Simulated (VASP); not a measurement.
# La2O3 (P1) in VASP: convergence with PREC

Aim: find how far PREC must go before the results for La2O3 settle, at PBE. This setting moves, with any that are tied to it; all else stays.

All numbers are computed with VASP 6.6.1; they aren't measurements. Logs are shortened: lines on timing, memory, paths and dates and some standing lists are left out, and cuts for length are marked.

## (1) The cell of the first run

The typed cell holds 5 atoms: a = 6.370 Å, b = 6.370 Å, c = 3.290 Å, α = 90.00°, β = 90.00°, γ = 120.00°.

The cell comes from a database or a generator and needn't be the stable form of this composition.

The cell isn't the ideal one: atoms moved at random, drawn with an rms of 0.02 Å.

## (2) With PREC Low

The input, INCAR:

```
PREC = Low
ENCUT = 520
EDIFF = 1E-6
ISMEAR = 0
SIGMA = 0.02
LREAL = False
LASPH = True
NELM = 100
ALGO = Normal
ISIF = 2
LWAVE = False
LCHARG = False
GGA = PE
```

The input, KPOINTS:

```
regular mesh
0
Gamma
  4 4 6
```

The input, POSCAR:

```
La2O3
1.0
    6.3702727145      0.0000000000      0.0000000000
   -3.1851363572      5.5168179998      0.0000000000
    0.0000000000      0.0000000000      3.2898942108
La O
2 3
Direct
    0.6666170000      0.3354530000      0.4990380000
    0.3377820000      0.6683560000      0.5037050000
    0.5062830000      0.0016990000      0.0047320000
    0.0030260000      0.5062000000     -0.0019620000
    0.5009860000      0.4964140000     -0.0021210000
```

Potentials or basis: VASP PAW PBE potentials, release 64 (La, O).

Launch:

```sh
cat potpaw_PBE.64/La/POTCAR potpaw_PBE.64/O/POTCAR > POTCAR
mpirun -np 1 vasp_std > vasp.out
```

Wall time 2.5 min (1 thread of AMD EPYC 7R43 (Zen 3), shared host); peak memory 0.2 GiB.

Results:

```
Free energy            : -40.7778 eV
Pressure               : -0.2 GPa
Largest force          : 0.338 eV/Å
Band gap on the k mesh : 1.64 eV, indirect (least direct gap 2.07 eV)
```

## (3) With PREC Medium

INCAR, as its differences from that of step 2:

```diff
@@ -1,2 +1,2 @@
-PREC = Low
+PREC = Medium
 ENCUT = 520
```

KPOINTS is that of step 2.

POSCAR is that of step 2.

Potentials or basis: VASP PAW PBE potentials, release 64 (La, O).

Launch:

```sh
cat potpaw_PBE.64/La/POTCAR potpaw_PBE.64/O/POTCAR > POTCAR
mpirun -np 1 vasp_std > vasp.out
```

Wall time 2.3 min (1 thread of AMD EPYC 7R43 (Zen 3), shared host); peak memory 0.21 GiB.

Results:

```
Free energy            : -40.7728 eV
Pressure               : -0.3 GPa
Largest force          : 0.336 eV/Å
Band gap on the k mesh : 1.64 eV, indirect (least direct gap 2.08 eV)
```

## (4) With PREC Single

INCAR, as its differences from that of step 3:

```diff
@@ -1,2 +1,2 @@
-PREC = Medium
+PREC = Single
 ENCUT = 520
```

KPOINTS is that of step 3.

POSCAR is that of step 3.

Launch:

```sh
cat potpaw_PBE.64/La/POTCAR potpaw_PBE.64/O/POTCAR > POTCAR
mpirun -np 1 vasp_std > vasp.out
```

It took 3.9 min on 1 thread of AMD EPYC 7R43 (Zen 3), shared host; peak memory 0.22 GiB.

What came out:

- Free energy: -40.7740 eV
- Pressure: -0.3 GPa
- Largest force: 0.338 eV/Å
- Band gap on the k mesh: 1.64 eV, indirect (least direct gap 2.08 eV)

## (5) With PREC Normal

INCAR, as its differences from that of step 4:

```diff
@@ -1,2 +1,2 @@
-PREC = Single
+PREC = Normal
 ENCUT = 520
```

KPOINTS is that of step 4.

POSCAR is that of step 4.

Launch:

```sh
cat potpaw_PBE.64/La/POTCAR potpaw_PBE.64/O/POTCAR > POTCAR
mpirun -np 1 vasp_std > vasp.out
```

Wall time 2.5 min (1 thread of AMD EPYC 7R43 (Zen 3), shared host); peak memory 0.24 GiB.

Results:

```
Free energy            : -40.7720 eV
Pressure               : -0.3 GPa
Largest force          : 0.338 eV/Å
Band gap on the k mesh : 1.64 eV, indirect (least direct gap 2.08 eV)
```

## (6) With PREC High

INCAR, as its differences from that of step 5:

```diff
@@ -1,2 +1,2 @@
-PREC = Normal
+PREC = High
 ENCUT = 520
```

KPOINTS is that of step 5.

POSCAR is that of step 5.

Potentials or basis: VASP PAW PBE potentials, release 64 (La, O).

Launch:

```sh
cat potpaw_PBE.64/La/POTCAR potpaw_PBE.64/O/POTCAR > POTCAR
mpirun -np 1 vasp_std > vasp.out
```

Run time: 3.5 min. Hardware: 1 thread of AMD EPYC 7R43 (Zen 3), shared host; peak memory 0.24 GiB.

Results:

- Free energy: -40.7718 eV
- Pressure: -0.3 GPa
- Largest force: 0.339 eV/Å
- Band gap on the k mesh: 1.64 eV, indirect (least direct gap 2.08 eV)

## (7) With PREC Accurate

INCAR, as its differences from that of step 6:

```diff
@@ -1,2 +1,2 @@
-PREC = High
+PREC = Accurate
 ENCUT = 520
```

KPOINTS is that of step 6.

POSCAR is that of step 6.

Potentials or basis: VASP PAW PBE potentials, release 64 (La, O).

Launch:

```sh
cat potpaw_PBE.64/La/POTCAR potpaw_PBE.64/O/POTCAR > POTCAR
mpirun -np 1 vasp_std > vasp.out
```

OUTCAR:

```text
PREC = Accurate
   ENCUT = 520
   EDIFF = 1E-6
   ISMEAR = 0
   LREAL = False
   LASPH = True
   NELM = 100
   ISIF = 2
   GGA = PE

 ion  position               nearest neighbor table
   1  0.667  0.335  0.499-   5 2.44   5 2.44   3 2.46   4 2.48   3 2.48   4 2.48   2 3.65   2 3.68

   2  0.338  0.668  0.504-   4 2.46   5 2.46   3 2.47   3 2.47   4 2.49   5 2.49   1 3.65   1 3.68

   3  0.506  0.002  0.005-   1 2.46   2 2.47   2 2.47   1 2.48
   4  0.003  0.506  0.998-   2 2.46   1 2.48   1 2.48   2 2.49
   5  0.501  0.496  0.998-   1 2.44   1 2.44   2 2.46   2 2.49

  LATTYP: Found a hexagonal cell.
 ALAT       =     6.3702727145
 C/A-ratio  =     0.5164447989

  Lattice vectors:

 A1 = (   6.3702727145,   0.0000000000,   0.0000000000)
 A2 = (  -3.1851363572,   5.5168179998,   0.0000000000)
 A3 = (   0.0000000000,   0.0000000000,   3.2898942108)

Analysis of symmetry for initial positions (statically):
=====================================================================
 Subroutine PRICEL returns:
 Original cell was already a primitive cell.

 Routine SETGRP: Setting up the symmetry group for a
 hexagonal supercell.

 Subroutine GETGRP returns: Found  1 space group operations
 (whereof  1 operations were pure point group operations)
 out of a pool of 24 trial point group operations.

The static configuration has the point symmetry C_1 .

Analysis of symmetry for dynamics (positions and initial velocities):
=====================================================================
 Subroutine PRICEL returns:
 Original cell was already a primitive cell.

 Routine SETGRP: Setting up the symmetry group for a
 hexagonal supercell.

 Subroutine GETGRP returns: Found  1 space group operations
 (whereof  1 operations were pure point group operations)
 out of a pool of 24 trial point group operations.

The dynamic configuration has the point symmetry C_1 .

 Subroutine INISYM returns: Found  1 space group operations
 (whereof  1 operations are pure point group operations),
 and found     1 'primitive' translations

----------------------------------------------------------------------------------------

                                     Primitive cell

  volume of cell :     115.6188

  direct lattice vectors                    reciprocal lattice vectors
     6.370272715  0.000000000  0.000000000     0.156979151  0.090631955  0.000000000
[... 72 lines left out ...]
 -0.250000 -0.250000  0.166667      2.000000
 [... further k-points ...]
   k-points           NKPTS =     52   k-points in BZ     NKDIM =     52   number of bands    NBANDS=     24
   number of dos      NEDOS =    301   number of ions     NIONS =      5
   total plane-waves  NPLWV =  55296
   dimension x,y,z NGX =    48 NGY =   48 NGZ =   24
   dimension x,y,z NGXF=    96 NGYF=   96 NGZF=   48
   ions per type =               2   3
   NGX,Y,Z   is equivalent  to a cutoff of  12.53, 12.53, 12.13 a.u.
   NGXF,Y,Z  is equivalent  to a cutoff of  25.05, 25.05, 24.26 a.u.
 SYSTEM =  unknown system
   PREC   = accura    normal or accurate (medium, high low for compatibility)
   ISTART =      0    job   : 0-new  1-cont  2-samecut
   ICHARG =      2    charge: 1-file 2-atom 10-const
   ISPIN  =      1    spin polarized calculation?
   LNONCOLLINEAR =      F non collinear calculations
   LSORBIT =      F    spin-orbit coupling
   LASPH  =      T    aspherical Exc in radial PAW
   ENCUT  =  520.0 eV  38.22 Ry    6.18 a.u.  11.84 11.84  6.12*2*pi/ulx,y,z
   NELM   =    100;   NELMIN=  2; NELMDL= -5     # of ELM steps
   EDIFF  = 0.1E-05   stopping-criterion for ELM
   LREAL  =      F    real-space projection
[... 7 lines left out ...]
   TEBEG  =    0.0;   TEEND  =   0.0 temperature during run
   PSTRESS=    0.0 pullay stress
   NELECT =      40.0000    total number of electrons
   NUPDOWN=      -1.0000    fix difference up-down
   EMIN   =  10.00;   EMAX   =-10.00  energy-range for DOS
   EFERMI =   0.00;   METHOD = LEGACY
   ISMEAR =     0;   SIGMA  =   0.02  broadening in eV -4-tet -1-fermi 0-gaus
   EFERMI_NEDOS =   21; number of points for ismear=-14 and -15
   IALGO  =     38    algorithm
   IMIX   =      4    mixing-type and parameters
     AMIX     =   0.40;   BMIX     =  1.00
     AMIX_MAG =   1.60;   BMIX_MAG =  1.00
  volume/ion in A,a.u.               =      23.12       156.05
  Fermi-wavevector in a.u.,A,eV,Ry     =   1.149261  2.171788 17.970583  1.320801
  Thomas-Fermi vector in A             =   2.285931
   LORBIT       =      0    0 simple, 1 ext, 2 COOP (PROOUT), +10 PAW based schemes
   GGA     = PE    functional components
   LHFCALC =     F    Hartree Fock is set to
   AEXX    =    0.0000 exact exchange contribution
   IVDW    =     0    specifies the selected vdW correction
   LEPSILON=     F    determine dielectric tensor
   LRPA    =     F    only Hartree local field effects (RPA)
 non-spin polarized calculation
 Gauss-broadening in eV      SIGMA  =   0.02
  energy-cutoff  :      520.00
  volume of cell :      115.62
 maximum number of plane-waves:      3138
   NGX = 23   NGY = 23   NGZ = 13

 number of electron      40.0000000 magnetization

 Free energy of the ion-electron system (eV)
  ---------------------------------------------------
  ext. energy  EPLUGINS =         0.00000000
  ---------------------------------------------------
  free energy    TOTEN  =       -40.77171217 eV

  energy without entropy =      -40.77171217  energy(sigma->0) =      -40.77171217

 E-fermi :   3.2222     XC(G=0):  -8.2049

 val. band max:        3.0900996236   @ k =   0.0000   0.0000   0.5000
 cond. band min:       4.7332225588   @ k =   0.0000   0.0000   0.0000
 fundamental gap:      1.6431229351
 Fermi energy:         3.2222397199

 k-point     1 :       0.0000    0.0000    0.0000
  band No.  band energies     occupation
      1     -27.4662      2.00000
      2     -27.2654      2.00000
      3     -14.3216      2.00000
      4     -14.1846      2.00000
      5     -12.6578      2.00000
      6     -11.0161      2.00000
[... 637 lines left out ...]
     23       7.3089      0.00000
     24       7.5129      0.00000

 [... further k-points ...]
[... 5 lines left out ...]
  --------------------------------------------------------------------------------------
  -------------------------------------------------------------------------------------
  Total       -0.0915522     -0.1601589     -0.3225825     -0.3956841      0.0043667     -0.0024269
  in kB       -1.2686766     -2.2193866     -4.4701569     -5.4831558      0.0605116     -0.0336306
  external PRESSURE =      -2.6527400 kB  Pullay stress =       0.0000000 kB

 VOLUME and BASIS-vectors are now :
 -----------------------------------------------------------------------------
  energy-cutoff  :      520.00
  volume of cell :      115.62
      direct lattice vectors                 reciprocal lattice vectors
     6.370272715  0.000000000  0.000000000     0.156979151  0.090631955  0.000000000
    -3.185136357  5.516818000  0.000000000     0.000000000  0.181263910  0.000000000
     0.000000000  0.000000000  3.289894211     0.000000000  0.000000000  0.303961142

 POSITION                                       TOTAL-FORCE (eV/Angst)
 -----------------------------------------------------------------------------------
      3.17807      1.85063      1.64178         0.336101     -0.035289      0.004890
      0.02296      3.68720      1.65714        -0.259783      0.022566     -0.020392
      3.21975      0.00937      0.01557        -0.023595     -0.082323     -0.031104
     -1.59304      2.79261      3.28344         0.088189     -0.005750      0.020321
      1.61027      2.73863      3.28292        -0.140913      0.100796      0.026285
 -----------------------------------------------------------------------------------
    total drift:                               -0.000641      0.001041     -0.000237

  FREE ENERGIE OF THE ION-ELECTRON SYSTEM (eV)
  ---------------------------------------------------
  free  energy   TOTEN  =       -40.7717121729 eV

  energy  without entropy=      -40.7717121729  energy(sigma->0) =      -40.77171217
```

OSZICAR:

```text
N       E                     dE             d eps       ncg     rms          rms(c)
DAV:   1     0.542159078228E+03    0.54216E+03   -0.16378E+04  2496   0.239E+03
DAV:   2     0.125373151514E+03   -0.41679E+03   -0.41076E+03  3696   0.392E+02
DAV:   3    -0.199733879250E+02   -0.14535E+03   -0.14393E+03  4464   0.242E+02
DAV:   4    -0.468204111995E+02   -0.26847E+02   -0.26400E+02  4576   0.107E+02
DAV:   5    -0.480658049825E+02   -0.12454E+01   -0.12450E+01  4280   0.274E+01    0.155E+01
DAV:   6    -0.413785568780E+02    0.66872E+01   -0.63227E+01  3648   0.464E+01    0.811E+00
DAV:   7    -0.410009868453E+02    0.37757E+00   -0.70789E+00  4792   0.276E+01    0.345E+00
DAV:   8    -0.407502371384E+02    0.25075E+00   -0.73663E-01  4304   0.781E+00    0.720E-01
DAV:   9    -0.407490293857E+02    0.12078E-02   -0.10784E-01  4848   0.296E+00    0.404E-01
DAV:  10    -0.407677346666E+02   -0.18705E-01   -0.17763E-02  4144   0.111E+00    0.120E-01
DAV:  11    -0.407707455915E+02   -0.30109E-02   -0.39712E-03  4008   0.466E-01    0.629E-02
DAV:  12    -0.407716017438E+02   -0.85615E-03   -0.69458E-04  4176   0.226E-01    0.314E-02
DAV:  13    -0.407717103972E+02   -0.10865E-03   -0.28923E-04  4536   0.137E-01    0.174E-02
DAV:  14    -0.407717076511E+02    0.27461E-05   -0.76570E-05  3984   0.674E-02    0.860E-03
DAV:  15    -0.407717128478E+02   -0.51968E-05   -0.34775E-05  3792   0.433E-02    0.681E-03
DAV:  16    -0.407717121729E+02    0.67490E-06   -0.40301E-06  3128   0.190E-02
   1 F= -.40771712E+02 E0= -.40771712E+02  d E =-.129461E-22
```

Run time: 3.9 min. Hardware: 1 thread of AMD EPYC 7R43 (Zen 3), shared host; peak memory 0.27 GiB.

Results:

```
Free energy            : -40.7717 eV
Pressure               : -0.3 GPa
Largest force          : 0.338 eV/Å
Band gap on the k mesh : 1.64 eV, indirect (least direct gap 2.08 eV)
```

## (8) Summary

| PREC | energy less the tightest run, at zero smearing (meV/atom) | largest force (eV/Å) | SCF cycles | CPU time (s) | peak memory (GiB) |
| --- | --- | --- | --- | --- | --- |
| Low | -1.22 | 0.338 | 17 | 150 | 0.2 |
| Medium | -0.22 | 0.336 | 16 | 140 | 0.21 |
| Single | -0.46 | 0.338 | 16 | 230 | 0.22 |
| Normal | -0.06 | 0.338 | 16 | 150 | 0.24 |
| High | -0.02 | 0.339 | 16 | 210 | 0.24 |
| Accurate | 0.00 | 0.338 | 16 | 230 | 0.27 |

Against the tightest run, the energy stays within 1 meV/atom from Medium on; the largest force stays within 0.005 eV/Å from Low on. The tightest run that finished is the yardstick and may itself not be fully converged.

Caveats: spin-orbit coupling is left out, which moves the levels of the heavy elements.
